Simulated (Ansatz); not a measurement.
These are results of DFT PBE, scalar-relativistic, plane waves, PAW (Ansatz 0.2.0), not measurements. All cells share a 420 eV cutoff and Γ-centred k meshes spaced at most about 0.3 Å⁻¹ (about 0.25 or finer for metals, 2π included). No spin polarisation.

Temperature and zero-point effects are left out.

Two forms of Al2As5 were relaxed alike.

A.

```yaml
crystal:
  lattice:
    - [1.90089, 1.09748, 11.03533]
    - [-1.90089, 1.09748, 11.03533]
    - [0.00000, -2.19496, 11.03533]
  atoms:
    - { symbol: Al, position: [0.07264, 0.07264, 0.07264] }
    - { symbol: Al, position: [0.92736, 0.92736, 0.92736] }
    - { symbol: As, position: [0.21628, 0.21628, 0.21628] }
    - { symbol: As, position: [0.78372, 0.78372, 0.78372] }
    - { symbol: As, position: [0.35829, 0.35829, 0.35829] }
    - { symbol: As, position: [0.64171, 0.64171, 0.64171] }
    - { symbol: As, position: [0.50000, 0.50000, 0.50000] }
```

B.

```yaml
crystal:
  lattice:
    - [3.96459, 0.00000, 0.00000]
    - [-1.98230, 3.43344, 0.00000]
    - [0.00000, 0.00000, 23.71606]
  atoms:
    - { symbol: Al, position: [0.00000, 0.00000, 0.42447] }
    - { symbol: Al, position: [0.66667, 0.33333, 0.28332] }
    - { symbol: Al, position: [0.33333, 0.66667, 0.14203] }
    - { symbol: Al, position: [0.00000, 0.00000, 0.00074] }
    - { symbol: As, position: [0.33333, 0.66667, 0.46315] }
    - { symbol: As, position: [0.00000, 0.00000, 0.31877] }
    - { symbol: As, position: [0.66667, 0.33333, 0.17753] }
    - { symbol: As, position: [0.33333, 0.66667, 0.03614] }
    - { symbol: As, position: [0.00000, 0.00000, 0.89412] }
    - { symbol: As, position: [0.33333, 0.66667, 0.84317] }
    - { symbol: As, position: [0.33333, 0.66667, 0.69340] }
    - { symbol: As, position: [0.66667, 0.33333, 0.74674] }
    - { symbol: As, position: [0.66667, 0.33333, 0.55445] }
    - { symbol: As, position: [0.00000, 0.00000, 0.60747] }
```

Question: Which form is favoured at zero pressure, and by what margin per atom?

Answer: B is lower, by 204 meV/atom. A has space group R-3m (No. 166), 19.7 Å³/atom and no gap on its mesh; B has space group P3m1 (No. 156), 23.1 Å³/atom and no gap. Counting As atoms around Al (those within 1.25 times the shortest such distance or 1.15 times the sum of covalent radii), A has Al 6 and B has Al 4. B holds As–As nets (shortest 2.59 Å); in A the shortest As–As distance is 2.74 Å, near bonding range too. In A, around Al lie 6 As at 2.64–2.70 Å; As on a site of symmetry 3m has 3 Al at 2.64 Å and 3 As at 2.74 Å; As on a second site of symmetry 3m has 3 Al at 2.70 Å and 3 As at 2.75 Å; 1 more site not described. In B, around Al on its first site lie 4 As at 2.47–2.51 Å; Al on its second site has 4 As at 2.44–2.51 Å; around As on its first site lie 3 Al at 2.47 Å and 3 As at 3.15 Å; 11 more sites not described. Both come from invented guesses.

No dispersion correction is applied, so the spacing and binding between layers, chains or molecules are poorly described (P3m1), and this can change margins and order among such cells. In R-3m an odd number of electrons in the primitive cell allows no gap without spin; a larger cell or a magnetic state could open one. Cells relaxed within their symmetry can be saddle points.

B's advantage of 204 meV/atom probably comes from letting both elements bond in their preferred ways. Its coordinates describe a zincblende-like AlAs slab joined to buckled As bilayers like those of grey arsenic: aluminium forms four short, polar covalent sp³ bonds, while most of the excess arsenic keeps three As neighbours and a lone pair. A instead spreads the electrons over a nearly simple-cubic network, with six-coordinate Al and As–As contacts of 2.74 Å, longer than normal single bonds, which suggests weaker, multicentre bonding.

B's bonds and lone pairs account for all its valence electrons, so its missing gap doesn't come from an odd count; band overlap in the arsenic part, or charge transfer across the polar slab, is the likelier origin. A is the denser form, so compression should narrow the margin.

Because B is in effect AlAs and arsenic layered within one cell, its lower energy hints at a tendency to separate rather than at a distinct Al2As5 compound; testing that needs the energies of bulk AlAs and grey arsenic.
